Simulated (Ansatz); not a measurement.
## What a change of settings does to a run on SnSe

The cell is COD entry 9008725, as deposited and not checked against the literature; nothing was relaxed.

First run: DFT, PBE, all-electron LAPW, scalar-relativistic (Ansatz 0.2.0).

Command: `ansatz run input.yaml --threads 1 --pin off --max-ram 2048MiB --backend cpu --events-out ev --progress --plain --runs-dir out` The run took 13 s on 1 thread of Arm Neoverse V1, with other jobs on the host, peak memory 0.34 GiB.

```yaml
crystal:
  lattice:
    - [0.0, 3.01, 3.01]
    - [3.01, 0.0, 3.01]
    - [3.01, 3.01, 0.0]
  atoms:
    - { symbol: Sn, position: [0.0, 0.0, 0.0] }
    - { symbol: Se, position: [0.5, 0.5, 0.5] }
kpoints:
  mp_grid: { grid: [9, 9, 9] }
scf:
  occupations: { method: fermi_dirac, width: 0.01 }
hamiltonian:
  xc: pbe
  pseudopotentials: { kind: all_electron, lapw: { basis_error: 0.00025 } }
output:
  forces: true
  stress: true
  eigenvalues: true
```

Result: converged; pressure 1.03 GPa; gap on the k mesh 0.63 eV (the mesh can miss the band edges); 7 SCF iterations.

No spin–orbit coupling, which matters for the heavy atoms here.

The input is then changed:

```diff
@@ -14,4 +14,5 @@
   xc: pbe
   pseudopotentials: { kind: all_electron, lapw: { basis_error: 0.00025 } }
+  dispersion: d3bj
 output:
   forces: true
```

Problem. What does the second run give?

Solution. It converged; pressure -1.11 GPa; gap on the k mesh 0.63 eV (the mesh can miss the band edges); 7 SCF iterations.
